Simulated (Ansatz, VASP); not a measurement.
KZnF3: VASP beside Ansatz

```
K Zn F
1.0
     4.12697    0.00000    0.00000
     0.00000    4.12697    0.00000
     0.00000    0.00000    4.12697
K Zn F
1 1 3
Direct
  0.00000 0.00000 0.00000
  0.50000 0.50000 0.50000
  0.00000 0.50000 0.50000
  0.50000 0.00000 0.50000
  0.50000 0.50000 0.00000
```

Alike in both runs: functional PBE; k mesh 6 × 6 × 6; occupations gaussian, width 0.02 eV; no spin polarisation.

Ansatz relaxed the structure, and its values are those at the end. VASP's run is a single point on that final structure, the one shown.

|  | VASP | Ansatz |
| --- | --- | --- |
| version | VASP 6.6.1 | Ansatz 0.2.0 |
| potentials or method | VASP PAW PBE potentials, release 64 (K_sv, Zn, F) | scalar-relativistic, plane waves, PAW |
| plane-wave cutoff (eV) | 520 | 420 |
| valence electrons in the cell | 42 | 42 |

|  | VASP | Ansatz | Ansatz less VASP |
| --- | --- | --- | --- |
| gap on the k mesh at the Fermi level (eV) | 3.65 | 3.71 | +0.062 |
| least direct gap on the mesh (eV) | 5.19 | 5.23 | +0.036 |
| pressure (GPa) | 0.3 | 0.0 | -0.25 |

With one functional, cell and mesh, what is left measures potentials, basis and numerics.

A k mesh can miss the band edges. As with any semilocal functional, this PBE gap is likely too small.
